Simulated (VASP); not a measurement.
# VASP inputs for KCl (strained rocksalt)

INCAR

```
NSW = 0
LREAL = .FALSE.
SIGMA = 0.02
LASPH = .TRUE.
NELM = 120
LCHARG = .FALSE.
NBANDS = 15
GGA = PE
ENCUT = 520
IBRION = -1
PREC = Accurate
LWAVE = .FALSE.
EDIFF = 1E-7
ISIF = 2
ISMEAR = -1
```

KPOINTS

```
KPOINTS created by Atomic Simulation Environment
0
Gamma
8 8 8
0 0 0
```

KPOINTS_OPT

```
special points
6
Reciprocal
0.0000000000 0.0000000000 0.0000000000 1
0.5000000000 0.0000000000 0.5000000000 1
0.6250000000 0.2500000000 0.6250000000 1
0.3750000000 0.3750000000 0.7500000000 1
0.5000000000 0.5000000000 0.5000000000 1
0.5000000000 0.2500000000 0.7500000000 1
```

POSCAR

```
K  Cl
 1.0000000000000000
     0.0000000000000000    3.3329101772000000    3.3329101772000000
     3.3329101772000000    0.0000000000000000    3.3329101772000000
     3.3329101772000000    3.3329101772000000    0.0000000000000000
 K   Cl
   1   1
Cartesian
  0.0000000000000000  0.0000000000000000  0.0000000000000000
  3.3329101771999996  3.3329101771999996  3.3329101771999996
```

VASP ran with the recommended PBE PAW datasets (16 valence electrons in the cell).

**Question.** Predict the results.

**Answer.** gap between bands v and c 4.64 eV; least direct gap 4.64 eV; pressure -1.6 GPa.

Band v is the last that the valence electrons fill when counted band by band, and c is the next. Levels in eV from the top of v:

```
point    v−1      v     c   c+1
    Γ   0.00   0.00  4.64  8.23
    X  -0.19  -0.19  6.60  7.59
    K  -0.42  -0.21  7.14  8.40
    L  -0.21  -0.21  7.08  7.89
    W  -0.38  -0.35  7.74  7.74
```
